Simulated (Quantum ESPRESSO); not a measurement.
The system is MoS2.

```
CELL_PARAMETERS angstrom
3.22746 0.00000 0.00000
-1.61373 2.79507 0.00000
0.00000 0.00000 6.31247
ATOMIC_POSITIONS crystal
Mo 0.00000 0.00000 0.50000
S 0.66667 0.33333 0.74468
S 0.33333 0.66667 0.25532
```

Measurements of this composition are mostly on another form, of space group No. 194.

Base run:

- Program: Quantum ESPRESSO 7.5
- Functional: LDA
- Potentials or basis: GBRV 1.5 LDA
- Cutoff: 612 eV
- Density cutoff: 4898 eV
- k mesh: 9 × 9 × 4
- Occupations: fermi-dirac, width 0.05 eV
- Spin: no spin polarisation

Its results: band gap on the k mesh none (metal or under the smearing width); pressure -6.1 GPa; largest force 0.152 eV/Å.

The run is repeated on the same cell with these changes: functional from LDA to PBEsol; potentials or basis from GBRV 1.5 LDA to GBRV 1.5 PBEsol. What comes out?

Band gap on the k mesh none (metal or under the smearing width); pressure -3.7 GPa; largest force 0.003 eV/Å.

Caveats: some levels on the path didn't converge (some runs); this functional lacks dispersion, which binds the layers, so the pressure and a relaxed spacing across them are unreliable (some runs).
